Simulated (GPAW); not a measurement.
Runs of GPAW 26.7.0 on Te2Mo. It takes space group P6_3/mmc (No. 194, hexagonal). Conventional cell: a = 3.518 Å, b = 3.518 Å, c = 13.974 Å, α = 90.00°, β = 90.00°, γ = 120.00°. Te (site symmetry 3m) is surrounded by 3 Mo at 2.72 Å. Mo (site symmetry -6m2) is surrounded by 6 Te at 2.72 Å. 

| task | level | potentials or basis | spin | cell | k mesh | cutoff (eV) | maxiter | band path | band points | spin axis theta (degrees) | spin axis phi (degrees) | other keys | mesh quality | gap on the mesh (eV) | pressure (GPa) | relaxed volume (Å³/atom) | largest force (eV/Å) |
| --- | --- | --- | --- | --- | --- | --- | --- | --- | --- | --- | --- | --- | --- | --- | --- | --- | --- |
| band structure | C09-vdW | GPAW PAW data sets (gpaw-data 1.2.1), pw | SOC, no magnetisation | as given | 5 × 5 × 2 | 600 | 150 | GMKGALHA,LM,KH | 100 | 90 | 45 | - | coarse | (b) | - | - | 0.14 |
| single point | PBE | GPAW PAW data sets (gpaw-data 1.2.1), pw | off | as given | 7 × 7 × 2 | 500 | 120 | - | - | - | - | - | not flagged | 0.83 | 2.2 | - | 0.10 |
| single point | PBE | GPAW PAW data sets (gpaw-data 1.2.1), pw | off | as given | 14 × 14 × 3 | 600 | 75 | - | - | - | - | several, not listed | not flagged | 0.74 | 2.3 | - | 0.10 |
| relaxation of cell and atoms | revTPSS | GPAW PAW data sets (gpaw-data 1.2.1), pw | off | relaxed | 5 × 5 × 2 | 600 | 150 | - | - | - | - | - | coarse | 0.74 | 0.0 | 24.71 | 0.01 |
| relaxation of cell and atoms | PW91 | PAW data sets generated in the run's folder for this functional, pw | off | relaxed | 5 × 5 × 2 | 600 | 150 | - | - | - | - | - | coarse | (a) | 0.0 | 27.12 | - |

Alike in all rows: smearing fermi-dirac 0.05 eV.

Question: Estimate the missing entries.

Answer: (a) 0.97; (b) 0.66.

Caveats: spin-orbit coupling is left out, which moves the levels of the heavy elements (some runs); an odd mesh through Γ misses points on the zone boundary, where band edges often lie (some runs); this functional lacks dispersion, which binds the layers, so the pressure and a relaxed spacing across them are unreliable (some runs); the PAW data sets were made with another functional, which shifts forces and pressure a little (some runs); later steps reuse the first step's grids (some runs); spin-orbit coupling was added after a scalar SCF, so levels and gaps hold it while energy, forces, pressure and moments don't (some runs); this program's spin-orbit splittings come out too wide for heavy elements (some runs).

A k mesh can miss the band edges, and rows without SOC leave out spin-orbit coupling on Mo, Te.
